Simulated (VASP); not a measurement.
# ZrC (Fm-3m) in VASP: notebook

The runs below take ZrC through elastic constants, optical spectrum, density of states, electric field gradients, core levels, with PBEsol, PBE.

All numbers are computed with VASP 6.6.1; they aren't measurements. Logs are shortened: lines on timing, memory, paths and dates and some standing lists are left out, and cuts for length are marked.

## 1. Starting point

It takes space group Fm-3m (No. 225, cubic). Conventional cell: a = 4.730 Å, b = 4.730 Å, c = 4.730 Å, α = 90.00°, β = 90.00°, γ = 90.00°. Around Zr (site symmetry m-3m) lie 6 C at 2.37 Å. C (site symmetry m-3m) has 6 Zr at 2.37 Å as nearest neighbours.

## 2. Elastic constants, PBEsol

File POSCAR:

```
ZrC
1.0
    0.0000000000      2.3650000000      2.3650000000
    2.3650000000      0.0000000000      2.3650000000
    2.3650000000      2.3650000000      0.0000000000
Zr C
1 1
Direct
    0.5000000000      0.5000000000      0.5000000000
    0.0000000000      0.0000000000      0.0000000000
```

File INCAR.step1:

```
  PREC = Accurate
  ENCUT = 600
  EDIFF = 1E-8
  ISMEAR = 0
  SIGMA = 0.02
  LREAL = F
  LASPH = T
  NELM = 100
  ALGO = Normal
  ISIF = 3
  LWAVE = F
  LCHARG = F
  GGA = PS
  IBRION = 2
  NSW = 40
  EDIFFG = -0.002
```

File INCAR.step2:

```
  PREC = Accurate
  ENCUT = 600
  EDIFF = 1E-8
  ISMEAR = 0
  SIGMA = 0.02
  LREAL = F
  LASPH = T
  NELM = 100
  ALGO = Normal
  ISIF = 3
  LWAVE = F
  LCHARG = F
  GGA = PS
  IBRION = 6
  NFREE = 2
  POTIM = 0.015
  NSW = 1
```

File KPOINTS:

```
regular mesh
0
Gamma
  7 7 7
```

Potentials or basis: VASP PAW PBE potentials, release 64 (Zr_sv, C).

Run with:

```
$ cat potpaw_PBE.64/Zr_sv/POTCAR potpaw_PBE.64/C/POTCAR > POTCAR
$ cp INCAR.step1 INCAR
$ mpirun -np 1 vasp_std > vasp.out
$ cp CONTCAR POSCAR
$ cp INCAR.step2 INCAR
$ mpirun -np 1 vasp_std > vasp.out
```

OUTCAR:

```text
PREC = Accurate
   ENCUT = 600
   EDIFF = 1E-8
   ISMEAR = 0
   LREAL = F
   LASPH = T
   NELM = 100
   ISIF = 3
   GGA = PS
   IBRION = 6
   NFREE = 2
   POTIM = 0.015
   NSW = 1

 ion  position               nearest neighbor table
   1  0.500  0.500  0.500-   2 2.34   2 2.34   2 2.34   2 2.34   2 2.34   2 2.34
   2  0.000  0.000  0.000-   1 2.34   1 2.34   1 2.34   1 2.34   1 2.34   1 2.34

  LATTYP: Found a face centered cubic cell.
 ALAT       =     4.6705244234

  Lattice vectors:

 A1 = (   0.0000000000,   2.3352622117,   2.3352622117)
 A2 = (   2.3352622117,   0.0000000000,   2.3352622117)
 A3 = (   2.3352622117,   2.3352622117,   0.0000000000)

Analysis of symmetry for initial positions (statically):
=====================================================================
 Subroutine PRICEL returns:
 Original cell was already a primitive cell.

 Routine SETGRP: Setting up the symmetry group for a
 face centered cubic supercell.

 Subroutine GETGRP returns: Found 48 space group operations
 (whereof 48 operations were pure point group operations)
 out of a pool of 48 trial point group operations.

The static configuration has the point symmetry O_h .

Analysis of symmetry for dynamics (positions and initial velocities):
=====================================================================
 Subroutine PRICEL returns:
 Original cell was already a primitive cell.

 Routine SETGRP: Setting up the symmetry group for a
 face centered cubic supercell.

 Subroutine GETGRP returns: Found 48 space group operations
 (whereof 48 operations were pure point group operations)
 out of a pool of 48 trial point group operations.

The dynamic configuration has the point symmetry O_h .

 Subroutine INISYM returns: Found 48 space group operations
 (whereof 48 operations are pure point group operations),
 and found     1 'primitive' translations

----------------------------------------------------------------------------------------

                                     Primitive cell

  volume of cell :      25.4705

  direct lattice vectors                    reciprocal lattice vectors
     0.000000000  2.335262212  2.335262212    -0.214108719  0.214108719  0.214108719
     2.335262212  0.000000000  2.335262212     0.214108719 -0.214108719  0.214108719
     2.335262212  2.335262212  0.000000000     0.214108719  0.214108719 -0.214108719

  length of vectors
     3.302559492  3.302559492  3.302559492     0.370847179  0.370847179  0.370847179

  position of ions in fractional coordinates (direct lattice)
     0.500000000  0.500000000  0.500000000
     0.000000000  0.000000000  0.000000000

  ion indices of the primitive-cell ions
   primitive index   ion index
                 1           1
                 2           2

----------------------------------------------------------------------------------------

 KPOINTS: regular mesh

Automatic generation of k-mesh.
 Grid dimensions read from file:
 generate k-points for:    7    7    7

 Generating k-lattice:

  Cartesian coordinates                     Fractional coordinates (reciprocal lattice)
    -0.030586960  0.030586960  0.030586960     0.142857143  0.000000000  0.000000000
     0.030586960 -0.030586960  0.030586960     0.000000000  0.142857143  0.000000000
     0.030586960  0.030586960 -0.030586960     0.000000000  0.000000000  0.142857143

  Length of vectors
[... 107 lines left out ...]
  -------------------------------------------------------------------------------------
  Total        0.0028680      0.0028680      0.0028680      0.0000000      0.0000000      0.0000000
  in kB        0.1804053      0.1804053      0.1804053      0.0000000      0.0000000      0.0000000
  external PRESSURE =       0.1804053 kB  Pullay stress =       0.0000000 kB
[... 89 lines left out ...]
  FREE ENERGIE OF THE ION-ELECTRON SYSTEM (eV)
  ---------------------------------------------------
  free  energy   TOTEN  =       -20.5592478064 eV

  energy  without entropy=      -20.5591415363  energy(sigma->0) =      -20.55919467

[... ionic steps 4 to 14 ...]

--------------------------------------- Ionic step       15  -------------------------------------------

 number of electron      16.0000000 magnetization

------------------------ aborting loop because EDIFF is reached ----------------------------------------
[... 67 lines left out ...]
--------------------------------------- Ionic step       17  -------------------------------------------

 number of electron      16.0000000 magnetization

 Free energy of the ion-electron system (eV)
  ---------------------------------------------------
  ext. energy  EPLUGINS =         0.00000000
  ---------------------------------------------------
  free energy    TOTEN  =       -20.56747487 eV

  energy without entropy =      -20.56716476  energy(sigma->0) =      -20.56731981

 E-fermi :   9.7139     XC(G=0): -12.3738

 val. band max:        9.5573290030   @ k =   0.1429   0.1429   0.0000
 cond. band min:       9.7217013186   @ k =   0.0000   0.4286   0.4286
 fundamental gap:      0.1643723156
 Fermi energy:         9.7138841527

 k-point     1 :       0.0000    0.0000    0.0000
  band No.  band energies     occupation
      1     -38.1868      2.00000
      2     -15.9153      2.00000
      3     -15.9153      2.00000
      4     -15.9147      2.00000
      5      -1.6316      2.00000
      6      10.6223      0.00000
      7      10.6223      0.00000
      8      10.6678      0.00000
      9      10.7764      0.00000
     10      10.8295      0.00000
     11      10.8295      0.00000
     12      12.5765      0.00000
[... 331 lines left out ...]
 k-point    24 :       0.0000   -0.4286    0.1429
  band No.  band energies     occupation
      1     -38.0655      2.00000
      2     -16.7752      2.00000
      3     -16.1287      2.00000
      4     -16.0265      2.00000
      5       1.2091      2.00000
      6       4.8069      2.00000
      7       6.9415      2.00000
      8       7.0100      2.00000
      9      13.5915      0.00000
     10      14.1009      0.00000
     11      14.7301      0.00000
     12      17.7354      0.00000

 [... further k-points ...]

------------------------ aborting loop because EDIFF is reached ----------------------------------------

  FORCE on cell =-STRESS in cart. coord.  units (eV):
  Direction    XX          YY          ZZ          XY          YZ          ZX
  --------------------------------------------------------------------------------------
  -------------------------------------------------------------------------------------
  Total        0.0111247      0.0023987      0.0023987     -0.0000000      0.0000000      0.0000000
  in kB        0.6997806      0.1508877      0.1508877     -0.0000000      0.0000000      0.0000000
  external PRESSURE =       0.3338520 kB  Pullay stress =       0.0000000 kB
[... 17 lines left out ...]
  FREE ENERGIE OF THE ION-ELECTRON SYSTEM (eV)
  ---------------------------------------------------
  free  energy   TOTEN  =       -20.5674748670 eV

  energy  without entropy=      -20.5671647570  energy(sigma->0) =      -20.56731981

 INTERNAL STRAIN TENSORS FROM STRAINED CELLS
 ============================================

 INTERNAL STRAIN TENSOR FOR ION    1 for displacements in x,y,z  (eV/Angst):
          X           Y           Z          XY          YZ          ZX
  --------------------------------------------------------------------------------
  x     0.00000     0.00000     0.00000     0.00000     0.00000    -0.00000
  y    -0.00000     0.00000    -0.00000     0.00000     0.00000     0.00000
  z    -0.00000    -0.00000    -0.00000    -0.00000    -0.00000     0.00000

 INTERNAL STRAIN TENSORS FROM DISPLACED ATOMS
 ============================================

 INTERNAL STRAIN TENSOR FOR ION    1 for displacements in x,y,z  (eV/Angst):
          X           Y           Z          XY          YZ          ZX
  --------------------------------------------------------------------------------
  x     0.00000     0.00000     0.00000     0.00000     0.00000     0.00000
  y     0.00000     0.00000     0.00000     0.00000     0.00000     0.00000
  z     0.00000     0.00000     0.00000     0.00000     0.00000     0.00000

 INTERNAL STRAIN TENSOR FOR ION    2 for displacements in x,y,z  (eV/Angst):
          X           Y           Z          XY          YZ          ZX
  --------------------------------------------------------------------------------
  x     0.00000     0.00000     0.00000     0.00000     0.00000     0.00000
  y     0.00000     0.00000     0.00000     0.00000     0.00000     0.00000
  z     0.00000     0.00000     0.00000     0.00000     0.00000     0.00000

 Eigenvectors and eigenvalues of the dynamical matrix
 ----------------------------------------------------

   1 f  =   12.333265 THz    77.492190 2PiTHz  411.393441 cm-1    51.006263 meV
             X         Y         Z           dx          dy          dz
      2.335262  2.335262  2.335262    -0.292468    0.174616    0.018613
      0.000000  0.000000  0.000000     0.805903   -0.481159   -0.051289
[... 21 lines left out ...]
   6 f/i=    0.000552 THz     0.003469 2PiTHz    0.018416 cm-1     0.002283 meV
             X         Y         Z           dx          dy          dz
      2.335262  2.335262  2.335262    -0.113635    0.932394   -0.036793
      0.000000  0.000000  0.000000    -0.041239    0.338373   -0.013353

--------------------------------------------------------------------------------------------------------

 ELASTIC MODULI CONTR FROM IONIC RELAXATION (kBar)
 Direction    XX          YY          ZZ          XY          YZ          ZX
 --------------------------------------------------------------------------------
 XX           0.0000      0.0000      0.0000      0.0000      0.0000      0.0000
 YY           0.0000      0.0000      0.0000      0.0000      0.0000      0.0000
 ZZ           0.0000      0.0000      0.0000      0.0000      0.0000      0.0000
 XY           0.0000      0.0000      0.0000      0.0000      0.0000      0.0000
 YZ           0.0000      0.0000      0.0000      0.0000      0.0000      0.0000
 ZX           0.0000      0.0000      0.0000      0.0000      0.0000      0.0000
 --------------------------------------------------------------------------------

 TOTAL ELASTIC MODULI (kBar)
 Direction    XX          YY          ZZ          XY          YZ          ZX
 --------------------------------------------------------------------------------
 XX        4846.4799   1131.8530   1131.8530      0.0000     -0.0000      0.0000
 YY        1131.8530   4846.4799   1131.8530     -0.0000      0.0000      0.0000
 ZZ        1131.8530   1131.8530   4846.4799      0.0000     -0.0000     -0.0000
 XY           0.0000     -0.0000      0.0000   1471.3254      0.0000      0.0000
 YZ          -0.0000      0.0000     -0.0000      0.0000   1471.3254      0.0000
 ZX           0.0000      0.0000     -0.0000      0.0000      0.0000   1471.3254
 --------------------------------------------------------------------------------
```

Run time: 6.3 min. Hardware: 1 thread of Intel Xeon Platinum 8375C at 2.90GHz (Ice Lake), shared host; peak memory 0.22 GiB.

Results:

* Relaxed volume: 12.74 Å³/atom
* Relaxed cell: a = 3.303 Å, b = 3.303 Å, c = 3.303 Å, α = 60.00°, β = 60.00°, γ = 60.00°
* Space group after relaxing (to 0.05 Å): Fm-3m (No. 225)
* Elastic constants C11, C12, C44: 485, 113, 147 GPa
* Voigt bulk modulus: 237 GPa
* Highest phonon frequency at Γ, LO-TO splitting left out: 411 cm⁻¹

The path:
| step | energy change (eV) | largest force (eV/Å) | pressure (GPa) | volume (Å³) |
| --- | --- | --- | --- | --- |
| 1 | 0.0000 | 0.0000 | -8.31 | 26.46 |
| 2 | 0.0517 | 0.0000 | 16.95 | 23.92 |
| 3 | -0.0263 | 0.0000 | -0.16 | 25.49 |
| 4 | -0.0264 | 0.0000 | 0.02 | 25.47 |

Final structure:
```
CELL_PARAMETERS angstrom
0.00000 2.33526 2.33526
2.33526 0.00000 2.33526
2.33526 2.33526 0.00000
ATOMIC_POSITIONS crystal
Zr 0.50000 0.50000 0.50000
C 0.00000 0.00000 0.00000
```

Phonon frequencies in cm⁻¹ (negative: imaginary):
| q point | frequencies |
| --- | --- |
| (0.000, 0.000, 0.000) | 0 0 0 411 411 411 |

Elastic tensor in Voigt notation (GPa, in the Cartesian axes of the cell as first typed):
```
485 113 113   0   0   0
113 485 113   0   0   0
113 113 485   0   0   0
  0   0   0 147   0   0
  0   0   0   0 147   0
  0   0   0   0   0 147
```

Clamped-ion elastic tensor (GPa):
```
485 113 113   0   0   0
113 485 113   0   0   0
113 113 485   0   0   0
  0   0   0 147   0   0
  0   0   0   0 147   0
  0   0   0   0   0 147
```

Caveat: the PAW data sets were made with another functional, which shifts forces and pressure a little.

(Continued in part 2 of 3.)
